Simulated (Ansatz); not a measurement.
A crystal in the bcc structure was computed with PBE in Ansatz (plane waves, PAW datasets (generated soft set 1); cutoff 420 eV), no spin polarisation, no spin–orbit coupling, Fermi–Dirac smearing of 0.061 eV, k-spacing 0.06 Å⁻¹. It has a₀ = 3.522 Å and B₀ = 11.9 GPa.

(1) Which is it?
A. Sm
B. Ga
C. Yb
D. Er
E. Sr

Answers

(1) A. The five: Sm 3.522 Å, 11.9 GPa; Yb 4.105 Å, 20 GPa; Ga 3.374 Å, 48 GPa; Er 4.077 Å, 19.0 GPa; Sr 4.762 Å, 11.5 GPa.

Model structures, not the usual forms at ambient conditions (metastable or hypothetical): Sm, Yb, Ga, Er, Sr. The open f shell of Sm, Er is treated without spin here, so this is a model state and not the ground state. Semilocal functionals place the filled 4f shell of Yb metal too near the Fermi level and overbind it.
